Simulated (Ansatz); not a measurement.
# Trial inputs on NbC

All trials start from this Ansatz input:

```yaml
crystal:
  lattice:
    - [0.0, 2.2540454612, 2.2540454612]
    - [2.2540454612, 0.0, 2.2540454612]
    - [2.2540454612, 2.2540454612, 0.0]
  atoms:
    - { symbol: Nb, position: [0.0, 0.0, 0.0] }
    - { symbol: C, position: [0.5, 0.5, 0.5] }
basis:
  ecutwfc: 420
kpoints:
  mp_grid: { grid: [10, 10, 10] }
hamiltonian:
  xc: pbe
scf:
  occupations: { method: gaussian, width: 0.1 }
output:
  forces: true
  stress: true
  eigenvalues: true
```

Command:

```bash
ansatz run input.yaml --threads 1 --pin off --max-ram 1331MiB --backend cpu --events-out ev --progress --plain --runs-dir out
```

The run converges in 6 SCF iterations on 47 irreducible k-points: pressure -4.59 GPa, no gap.

These settings were drawn at random to show what each does; none of the numbers is a converged property of the crystal. Each trial's input is given as a difference from the reference's; energies are extrapolated to zero smearing where there is one, and pressure is positive in compression.

Trial 1:

```diff
 basis:
-  ecutwfc: 420
+  ecutwfc: 360
 scf:
+  eigensolver: { kind: davidson }
+  max_iter: 83
```

The run converges in 6 SCF iterations on 47 irreducible k-points: energy 10.4 meV per atom above the reference, pressure -4.51 GPa, no gap. It warns that the cutoff lies under the recommended one, 420 eV for these potentials.